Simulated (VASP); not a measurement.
# Cr (P-1) in VASP: convergence with k mesh

Aim: find how far k mesh must go before the results for Cr settle, at PBE. This setting moves, with any that are tied to it; all else stays.

Program: VASP 6.6.1. These are calculated values, not measurements. Logs are shortened: lines on timing, memory, paths and dates and some standing lists are left out, and cuts for length are marked.

**1. The structure**

The typed cell holds 1 atom: a = 2.564 Å, b = 2.575 Å, c = 2.614 Å, α = 60.73°, β = 61.16°, γ = 60.86°.

This isn't the form of Cr at room conditions, which is bcc.

**2. With k mesh 3 × 3 × 3**

The input, INCAR:

```
PREC     = Accurate       # precision mode
ENCUT    = 520            # plane-wave cutoff, eV
EDIFF    = 1E-7           # SCF threshold, eV
ISMEAR   = 1              # smearing method
SIGMA    = 0.1            # smearing width, eV
LREAL    = F              # projectors in reciprocal space
LASPH    = T              # aspherical terms in the spheres
NELM     = 100            # most SCF steps
ALGO     = Fast           # electronic algorithm
ISIF     = 2              # what is computed and relaxed
LWAVE    = F              # write WAVECAR
LCHARG   = F              # write CHGCAR
ISPIN    = 2              # spin polarisation
MAGMOM   = 3              # initial moments
LORBIT   = 11             # projections on sites
LMAXMIX  = 4              # l up to which the mixer works
GGA      = PE             # functional
NBANDS   = 16             # bands
```

The input, KPOINTS:

```
Automatic mesh
0
Gamma
  3 3 3
```

The input, POSCAR:

```
Cr
1.0
   -0.0174283700      1.8156326700      1.8106573700
    1.8310089900     -0.0170405700      1.8102695700
    1.8558983200      1.8401342100     -0.0419299100
Cr
1
Direct
    0.0000000000      0.0000000000      0.0000000000
```

Potentials or basis: VASP PAW PBE potentials, release 64 (Cr_pv).

On the command line:

```sh
> cat potpaw_PBE.64/Cr_pv/POTCAR > POTCAR
> mpirun -np 1 vasp_std > vasp.out
```

OUTCAR:

```text
PREC = Accurate
   ENCUT = 520
   EDIFF = 1E-7
   ISMEAR = 1
   LREAL = F
   LASPH = T
   NELM = 100
   ISIF = 2
   ISPIN = 2
   LORBIT = 11
   GGA = PE

 Found     14 irreducible k-points:

 Following reciprocal coordinates:
            Coordinates               Weight
  0.000000  0.000000  0.000000      1.000000
  0.333333 -0.000000 -0.000000      2.000000
  0.000000  0.333333 -0.000000      2.000000
  0.333333  0.333333 -0.000000      2.000000
 -0.333333  0.333333  0.000000      2.000000
 -0.000000 -0.000000  0.333333      2.000000
   k-points           NKPTS =     14   k-points in BZ     NKDIM =     14   number of bands    NBANDS=     16
   number of dos      NEDOS =    301   number of ions     NIONS =      1
   total plane-waves  NPLWV =   8000
   dimension x,y,z NGX =    20 NGY =   20 NGZ =   20
   dimension x,y,z NGXF=    40 NGYF=   40 NGZF=   40
   ions per type =               1
   NGX,Y,Z   is equivalent  to a cutoff of  12.97, 12.91, 12.72 a.u.
   NGXF,Y,Z  is equivalent  to a cutoff of  25.93, 25.83, 25.44 a.u.
 SYSTEM =  unknown system
   PREC   = accura    normal or accurate (medium, high low for compatibility)
   ISTART =      0    job   : 0-new  1-cont  2-samecut
   ICHARG =      2    charge: 1-file 2-atom 10-const
   ISPIN  =      2    spin polarized calculation?
   LNONCOLLINEAR =      F non collinear calculations
   LSORBIT =      F    spin-orbit coupling
   LASPH  =      T    aspherical Exc in radial PAW
   ENCUT  =  520.0 eV  38.22 Ry    6.18 a.u.   4.77  4.79  4.86*2*pi/ulx,y,z
   NELM   =    100;   NELMIN=  2; NELMDL= -5     # of ELM steps
   EDIFF  = 0.1E-06   stopping-criterion for ELM
   LREAL  =      F    real-space projection
   EDIFFG = 0.1E-05   stopping-criterion for IOM
   NSW    =      0    number of steps for IOM
   IBRION =     -1    ionic relax: 0-MD 1-quasi-New 2-CG
   NFREE  =      0    steps in history (QN), initial steepest desc. (CG)
   ISIF   =      2    stress and relaxation
   ISYM   =      2    0-nonsym 1-usesym 2-fastsym
   POTIM  = 0.5000    time-step for ionic-motion
   TEBEG  =    0.0;   TEEND  =   0.0 temperature during run
   PSTRESS=    0.0 pullay stress
   NELECT =      12.0000    total number of electrons
   NUPDOWN=      -1.0000    fix difference up-down
   EMIN   =  10.00;   EMAX   =-10.00  energy-range for DOS
   EFERMI =   0.00;   METHOD = LEGACY
   ISMEAR =     1;   SIGMA  =   0.10  broadening in eV -4-tet -1-fermi 0-gaus
   EFERMI_NEDOS =   21; number of points for ismear=-14 and -15
   IALGO  =     68    algorithm
   IMIX   =      4    mixing-type and parameters
     AMIX     =   0.40;   BMIX     =  1.00
     AMIX_MAG =   1.60;   BMIX_MAG =  1.00
  volume/ion in A,a.u.               =      12.46        84.05
  Fermi-wavevector in a.u.,A,eV,Ry     =   1.616903  3.055504 35.570735  2.614375
  Thomas-Fermi vector in A             =   2.711414
   LORBIT       =     11    0 simple, 1 ext, 2 COOP (PROOUT), +10 PAW based schemes
   GGA     = PE    functional components
   LHFCALC =     F    Hartree Fock is set to
   AEXX    =    0.0000 exact exchange contribution
   IVDW    =     0    specifies the selected vdW correction
   LEPSILON=     F    determine dielectric tensor
   LRPA    =     F    only Hartree local field effects (RPA)
 spin polarized calculation
 RMM-DIIS sequential band-by-band and
 Methfessel and Paxton  Order N= 1 SIGMA  =   0.10
  energy-cutoff  :      520.00
  volume of cell :       12.46
 maximum number of plane-waves:       342
   NGX =  9   NGY =  9   NGZ =  9

 number of electron      11.9999996 magnetization       0.2235139

 Free energy of the ion-electron system (eV)
  ---------------------------------------------------
  ext. energy  EPLUGINS =         0.00000000
  ---------------------------------------------------
  free energy    TOTEN  =        -9.01211508 eV

  energy without entropy =       -9.01114024  energy(sigma->0) =       -9.01179013

 E-fermi :   9.6139     XC(G=0): -13.2360

 val. band max:        9.5941293305   @ k =   0.0000   0.0000   0.0000
 cond. band min:       9.6563415082   @ k =  -0.0000  -0.0000   0.3333
 fundamental gap:      0.0622121778
 Fermi energy:         9.6138998206

 spin component 1

 k-point     1 :       0.0000    0.0000    0.0000
  band No.  band energies     occupation
      1     -32.9766      1.00000
      2     -32.9372      1.00000
      3     -32.8939      1.00000
      4       2.3310      1.00000
      5       9.0239      1.00000
      6       9.1867      1.00000
[... 8 lines left out ...]
     15      38.8285      0.00000
     16      39.4602      0.00000

 k-point     2 :       0.3333   -0.0000   -0.0000
  band No.  band energies     occupation
      1     -33.4667      1.00000
      2     -33.0394      1.00000
      3     -32.9891      1.00000
      4       5.4012      1.00000
      5       8.8463      1.00000
      6       9.1678      1.00000
[... 8 lines left out ...]
     15      37.0174      0.00000
     16      37.3550      0.00000
[... 45 lines left out ...]
      5       7.4459      1.00000
      6       8.8340      1.00000
[... 8 lines left out ...]
     15      42.0878      0.00000
     16      42.4562      0.00000

 k-point     6 :      -0.0000   -0.0000    0.3333
  band No.  band energies     occupation
      1     -33.4867      1.00000
      2     -32.9989      1.00000
      3     -32.9551      1.00000
      4       5.3507      1.00000
      5       8.7107      1.00000
      6       9.2406      1.00000
[... 8 lines left out ...]
     15      37.2249      0.00000
     16      37.6605      0.00000

 [... further k-points ...]

 spin component 2

 k-point     1 :       0.0000    0.0000    0.0000
  band No.  band energies     occupation
      1     -32.7423      1.00000
      2     -32.7028      1.00000
      3     -32.6761      1.00000
      4       2.3901      1.00000
      5       9.1003      1.00000
      6       9.3148      1.00010
[... 8 lines left out ...]
     15      38.8521      0.00000
     16      39.4702      0.00000

 k-point     2 :       0.3333   -0.0000   -0.0000
  band No.  band energies     occupation
      1     -33.2522      1.00000
      2     -32.7972      1.00000
      3     -32.7640      1.00000
      4       5.4916      1.00000
      5       8.9658      1.00000
      6       9.2867      1.00002
[... 8 lines left out ...]
     15      37.0637      0.00000
     16      37.4764      0.00000
[... 45 lines left out ...]
      5       7.6033      1.00000
      6       8.9471      1.00000
[... 8 lines left out ...]
     15      42.1394      0.00000
     16      42.5155      0.00000

 k-point     6 :      -0.0000   -0.0000    0.3333
  band No.  band energies     occupation
      1     -33.2551      1.00000
      2     -32.7645      1.00000
      3     -32.7374      1.00000
      4       5.4008      1.00000
      5       8.7870      1.00000
      6       9.3182      1.00012
[... 8 lines left out ...]
     15      37.2892      0.00000
     16      37.8344      0.00000

 [... further k-points ...]

------------------------ aborting loop because EDIFF is reached ----------------------------------------

  FORCE on cell =-STRESS in cart. coord.  units (eV):
  Direction    XX          YY          ZZ          XY          YZ          ZX
  --------------------------------------------------------------------------------------
  -------------------------------------------------------------------------------------
  Total       -0.4013418     -0.4764747     -0.9844568     -0.1918449     -0.2787409     -0.1634303
  in kB      -51.6263203    -61.2909765   -126.6348930    -24.6778315    -35.8556412    -21.0227354
  external PRESSURE =     -79.8507299 kB  Pullay stress =       0.0000000 kB

 VOLUME and BASIS-vectors are now :
 -----------------------------------------------------------------------------
  energy-cutoff  :      520.00
  volume of cell :       12.46
      direct lattice vectors                 reciprocal lattice vectors
    -0.017428370  1.815632670  1.810657370    -0.267390350  0.275902865  0.273050868
     1.831008990 -0.017040570  1.810269570     0.273617217 -0.269738007  0.273112875
     1.855898320  1.840134210 -0.041929910     0.266363859  0.268711517 -0.266886010

 POSITION                                       TOTAL-FORCE (eV/Angst)
 -----------------------------------------------------------------------------------
      0.00000      0.00000      0.00000         0.000000     -0.000000     -0.000000
 -----------------------------------------------------------------------------------
    total drift:                                0.000000     -0.000000      0.000000

  FREE ENERGIE OF THE ION-ELECTRON SYSTEM (eV)
  ---------------------------------------------------
  free  energy   TOTEN  =        -9.0121150793 eV

  energy  without entropy=       -9.0111402423  energy(sigma->0) =       -9.01179013

 total charge

# of ion       s       p       d       tot
------------------------------------------
    1        0.405   6.383   4.119  10.908

 magnetization (x)

# of ion       s       p       d       tot
------------------------------------------
    1       -0.001  -0.003   0.223   0.219
```

Run time: 13 s. Hardware: 1 thread of Intel Xeon Platinum 8488C (Sapphire Rapids), shared host; peak memory 0.13 GiB.

What came out:

- Free energy: -9.0121 eV
- Pressure: -8.0 GPa
- Band gap on the k mesh: none (metal or under the smearing width)
- Net moment: 0.22 μB per cell
- Site moments: Cr +0.22 μB
- Valence electrons inside the program's atomic spheres: Cr 10.91

**3. With k mesh 4 × 4 × 4**

INCAR is that of step 2.

The input, KPOINTS:

```
Automatic mesh
0
Gamma
  4 4 4
```

POSCAR is that of step 2.

Potentials or basis: VASP PAW PBE potentials, release 64 (Cr_pv).

On the command line:

```sh
> cat potpaw_PBE.64/Cr_pv/POTCAR > POTCAR
> mpirun -np 1 vasp_std > vasp.out
```

It took 22 s on 1 thread of Intel Xeon Platinum 8488C (Sapphire Rapids), shared host; peak memory 0.13 GiB.

Results:

| Quantity | Value |
| --- | --- |
| Free energy | -9.1582 eV |
| Pressure | -11.0 GPa |
| Band gap on the k mesh | none (metal or under the smearing width) |
| Net moment | 0.10 μB per cell |
| Site moments | Cr +0.09 μB |
| Valence electrons inside the program's atomic spheres | Cr 10.93 |

**4. With k mesh 5 × 5 × 5**

INCAR is that of step 3.

The input, KPOINTS:

```
Automatic mesh
0
Gamma
  5 5 5
```

POSCAR is that of step 3.

On the command line:

```sh
> cat potpaw_PBE.64/Cr_pv/POTCAR > POTCAR
> mpirun -np 1 vasp_std > vasp.out
```

It took 30 s on 1 thread of Intel Xeon Platinum 8488C (Sapphire Rapids), shared host; peak memory 0.14 GiB.

What came out:

| Item | Value |
| --- | --- |
| Free energy | -9.1083 eV |
| Pressure | -10.4 GPa |
| Band gap on the k mesh | none (metal or under the smearing width) |
| Net moment | 0.03 μB per cell |
| Site moments | Cr +0.03 μB |
| Valence electrons inside the program's atomic spheres | Cr 10.91 |

**5. With k mesh 7 × 7 × 7**

INCAR is that of step 4.

The input, KPOINTS:

```
Automatic mesh
0
Gamma
  7 7 7
```

POSCAR is that of step 4.

On the command line:

```sh
> cat potpaw_PBE.64/Cr_pv/POTCAR > POTCAR
> mpirun -np 1 vasp_std > vasp.out
```

Wall time 54 s (1 thread of Intel Xeon Platinum 8488C (Sapphire Rapids), shared host); peak memory 0.17 GiB.

What came out:

| Quantity | Value |
| --- | --- |
| Free energy | -9.0831 eV |
| Pressure | -9.6 GPa |
| Band gap on the k mesh | none (metal or under the smearing width) |
| Net moment | 0.47 μB per cell |
| Site moments | Cr +0.44 μB |
| Valence electrons inside the program's atomic spheres | Cr 10.92 |

**6. With k mesh 9 × 9 × 9**

INCAR is that of step 5.

The input, KPOINTS:

```
Automatic mesh
0
Gamma
  9 9 9
```

POSCAR is that of step 5.

Potentials or basis: VASP PAW PBE potentials, release 64 (Cr_pv).

On the command line:

```sh
> cat potpaw_PBE.64/Cr_pv/POTCAR > POTCAR
> mpirun -np 1 vasp_std > vasp.out
```

It took 2.2 min on 1 thread of Intel Xeon Platinum 8488C (Sapphire Rapids), shared host; peak memory 0.21 GiB.

What came out:

| Property | Result |
| --- | --- |
| Free energy | -9.1149 eV |
| Pressure | -10.8 GPa |
| Band gap on the k mesh | none (metal or under the smearing width) |
| Net moment | 0.00 μB per cell |
| Valence electrons inside the program's atomic spheres | Cr 10.92 |

**7. With k mesh 11 × 11 × 11**

INCAR is that of step 6.

The input, KPOINTS:

```
Automatic mesh
0
Gamma
  11 11 11
```

POSCAR is that of step 6.

On the command line:

```sh
> cat potpaw_PBE.64/Cr_pv/POTCAR > POTCAR
> mpirun -np 1 vasp_std > vasp.out
```

Wall time 3.4 min (1 thread of Intel Xeon Platinum 8488C (Sapphire Rapids), shared host); peak memory 0.29 GiB.

What came out:

```
Free energy                                           : -9.1050 eV
Pressure                                              : -10.6 GPa
Band gap on the k mesh                                : none (metal or under the smearing width)
Net moment                                            : 0.00 μB per cell
Valence electrons inside the program's atomic spheres : Cr 10.92
```

**8. With k mesh 14 × 14 × 14**

INCAR is that of step 7.

The input, KPOINTS:

```
Automatic mesh
0
Gamma
  14 14 14
```

POSCAR is that of step 7.

On the command line:

```sh
> cat potpaw_PBE.64/Cr_pv/POTCAR > POTCAR
> mpirun -np 1 vasp_std > vasp.out
```

Wall time 7.1 min (1 thread of Intel Xeon Platinum 8488C (Sapphire Rapids), shared host); peak memory 0.47 GiB.

It converged, with:

| Quantity | Value |
| --- | --- |
| Free energy | -9.1056 eV |
| Pressure | -10.7 GPa |
| Band gap on the k mesh | none (metal or under the smearing width) |
| Net moment | 0.00 μB per cell |
| Valence electrons inside the program's atomic spheres | Cr 10.92 |

**9. The series at a glance**

| k mesh | energy less the tightest run, at zero smearing (meV/atom) | pressure (GPa) | largest site moment (μB) | SCF cycles | CPU time (s) | peak memory (GiB) |
| --- | --- | --- | --- | --- | --- | --- |
| 3 × 3 × 3 | 93.73 | -7.99 | 0.22 | 17 | 7.6 | 0.13 |
| 4 × 4 × 4 | -52.42 | -11.04 | 0.09 | 15 | 16 | 0.13 |
| 5 × 5 × 5 | -2.77 | -10.35 | 0.03 | 16 | 24 | 0.14 |
| 7 × 7 × 7 | 22.60 | -9.59 | 0.44 | 15 | 49 | 0.17 |
| 9 × 9 × 9 | -9.09 | -10.84 | 0.00 | 18 | 130 | 0.21 |
| 11 × 11 × 11 | 0.56 | -10.58 | 0.00 | 18 | 200 | 0.29 |
| 14 × 14 × 14 | 0.00 | -10.69 | 0.00 | 18 | 420 | 0.47 |

Against the tightest run, the energy stays within 1 meV/atom from 11 × 11 × 11 on; the largest site moment stays within 0.02 μB from 9 × 9 × 9 on. Not settled before the last step: the pressure (to 0.1 GPa). Meshes of other sizes hit other points, so gaps and Fermi surfaces needn't settle smoothly. The tightest run that finished is the yardstick and may itself not be fully converged.

Caveats: the starting moments collapsed, and a magnetic state may lie lower.
